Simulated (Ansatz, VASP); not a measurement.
## Two plane-wave programs on BiTe

```
CELL_PARAMETERS angstrom
0.00000 3.23500 3.23500
3.23500 0.00000 3.23500
3.23500 3.23500 0.00000
ATOMIC_POSITIONS crystal
Bi 0.00000 0.00000 0.00000
Te 0.50000 0.50000 0.50000
```

Alike in both runs: task electric field gradients; functional r2SCAN; k mesh 10 × 10 × 10; occupations fermi-dirac, width 0.03 eV; no spin polarisation.

|  | VASP | Ansatz |
| --- | --- | --- |
| version | VASP 6.6.1 | Ansatz 0.2.0 |
| potentials or method | VASP PAW PBE potentials, release 64 (Bi_d, Te) | PAW with Ansatz's default frozen-core files, scalar-relativistic |
| plane-wave cutoff (eV) | 520 | 500 |
| valence electrons in the cell | 21 | 31 |

```tsv
	VASP	Ansatz	Ansatz less VASP
pressure (GPa)	0.0	0.0	+0.03
Vzz of the field gradient on the site that differs most (V/Å²)	0.0	0.0	0.00
```

The two sets of potentials don't hold the same shells in valence. Ansatz warned: «gradients_without_spin_orbit».

Caveats: the PAW data sets were made with another functional, which shifts forces and pressure a little (VASP).
